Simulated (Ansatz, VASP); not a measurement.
One calculation of SrCl2, two programs

The input INCAR:

```
ALGO = Normal
EDIFF = 1E-7
ENCUT = 520
GGA = PE
ISIF = 2
ISMEAR = -1
LASPH = True
LCHARG = False
LREAL = False
LWAVE = False
NBANDS = 19
NELM = 60
PREC = Accurate
SIGMA = 0.05
```

The input KPOINTS:

```
k-points
0
Gamma
  7 7 7
```

The input POSCAR:

```
SrCl2
1.0
    0.0000000000      3.4171392023      3.4171392023
    3.4171392023      0.0000000000      3.4171392023
    3.4171392023      3.4171392023      0.0000000000
Sr Cl
1 2
Direct
    0.0000000000      0.0000000000      0.0000000000
    0.7500000000      0.7500000000      0.7500000000
    0.2500000000      0.2500000000      0.2500000000
```

The input input.yaml:

```yaml
crystal:
  lattice:
    - [0.0, 3.4171392023, 3.4171392023]
    - [3.4171392023, 0.0, 3.4171392023]
    - [3.4171392023, 3.4171392023, 0.0]
  atoms:
    - { symbol: Sr, position: [0.0, 0.0, 0.0] }
    - { symbol: Cl, position: [0.75, 0.75, 0.75] }
    - { symbol: Cl, position: [0.25, 0.25, 0.25] }
hamiltonian:
  xc: pbe
  pseudopotentials: { kind: paw }
kpoints:
  mp_grid: { grid: [7, 7, 7] }
scf:
  occupations: { method: fermi_dirac, width: 0.05 }
output:
  forces: true
  stress: true
  eigenvalues: true
```

Change from the starting cell: volume scaled by 0.94.

Alike in both runs: task single point; functional PBE; k mesh 7 × 7 × 7; occupations fermi-dirac, width 0.05 eV; no spin polarisation.

```csv
,VASP,Ansatz
version,VASP 6.6.1,Ansatz 0.2.0
potentials or method,"VASP PAW PBE potentials, release 64 (Sr_sv, Cl)",Ansatz PAW
plane-wave cutoff (eV),520,420
valence electrons in the cell,24,24
```

Ansatz gave:

| Item | Value |
| --- | --- |
| gap on the k mesh at the Fermi level (eV) | 5.58 |
| least direct gap on the mesh (eV) | 5.69 |
| pressure (GPa) | 3.7 |

Problem. Estimate VASP's values.

Solution. gap on the k mesh at the Fermi level (eV): 5.58; least direct gap on the mesh (eV): 5.69; pressure (GPa): 3.8.

Caveats: an odd mesh through Γ misses points on the zone boundary, where band edges often lie (VASP); odd divisions of the mesh miss points on the zone boundary, where band edges often lie, so the gap on the mesh can be too wide (Ansatz).
